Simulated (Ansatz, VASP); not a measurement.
**GaS5: VASP beside Ansatz**

INCAR

```
SYSTEM = GaS5
ALGO     = Normal         ! electronic algorithm
EDIFF    = 1E-6           ! SCF threshold, eV
ENCUT    = 520            ! plane-wave cutoff, eV
GGA      = PE             ! functional
ISIF     = 2              ! what is computed and relaxed
ISMEAR   = 0              ! smearing method
LASPH    = .True.         ! aspherical terms in the spheres
LCHARG   = .False.        ! write CHGCAR
LREAL    = .False.        ! projectors in reciprocal space
LWAVE    = .False.        ! write WAVECAR
NBANDS   = 30             ! bands
NELM     = 100            ! most SCF steps
PREC     = Accurate       ! precision mode
SIGMA    = 0.1            ! smearing width, eV
```

File KPOINTS:

```
k-points
0
Gamma
  4 4 4
  0 0 0
```

Contents of POSCAR:

```
GaS5
1.0
    4.7025079200      0.0000000000      0.0000000000
    0.0000000000      4.7025079200      0.0000000000
    0.0000000000      0.0000000000      6.2746660100
Ga S
1 5
Direct
    0.5000000000      0.5000000000      0.3222093600
    0.2216004000      0.5000000000      0.5809938000
    0.7783996000      0.5000000000      0.5809938000
    0.5000000000      0.2216004000      0.5809938000
    0.5000000000      0.7783996000      0.5809938000
    0.5000000000      0.5000000000      0.8055214500
```

Input for Ansatz:

```yaml
crystal:
  lattice:
    - [4.70250792, 0.0, 0.0]
    - [0.0, 4.70250792, 0.0]
    - [0.0, 0.0, 6.27466601]
  atoms:
    - { symbol: Ga, position: [0.5, 0.5, 0.32220936] }
    - { symbol: S, position: [0.2216004, 0.5, 0.5809938] }
    - { symbol: S, position: [0.7783996, 0.5, 0.5809938] }
    - { symbol: S, position: [0.5, 0.2216004, 0.5809938] }
    - { symbol: S, position: [0.5, 0.7783996, 0.5809938] }
    - { symbol: S, position: [0.5, 0.5, 0.80552145] }
basis:
  ecutwfc: 420
kpoints:
  mp_grid: { grid: [4, 4, 4] }
hamiltonian:
  xc: pbe
scf:
  occupations: { method: gaussian, width: 0.1 }
  lower_state_search: "off"
output:
  forces: true
  stress: true
  eigenvalues: true
```

Alike in both runs: task single point; functional PBE; k mesh 4 × 4 × 4; occupations gaussian, width 0.1 eV; no spin polarisation.

|  | VASP | Ansatz |
| --- | --- | --- |
| version | VASP 6.6.1 | Ansatz 0.2.0 |
| potentials or method | VASP PAW PBE potentials, release 64 (Ga_d, S) | scalar-relativistic, plane waves, PAW |
| plane-wave cutoff (eV) | 520 | 420 |
| valence electrons in the cell | 43 | 43 |

VASP gave:

```
gap on the k mesh at the Fermi level (eV) : none
rms of the force components (eV/Å)        : 9.732
```

Task: Which values does Ansatz return?

Result: gap on the k mesh at the Fermi level (eV): none; rms of the force components (eV/Å): 10.134.

Atom by atom the forces differ by 0.427 eV/Å (rms over components). A gap of «none» marks a metal or a gap that the smearing closes.

Caveats: forces of over 1 eV/Å show positions far from the minimum, so gaps and moduli don't describe the material at rest.
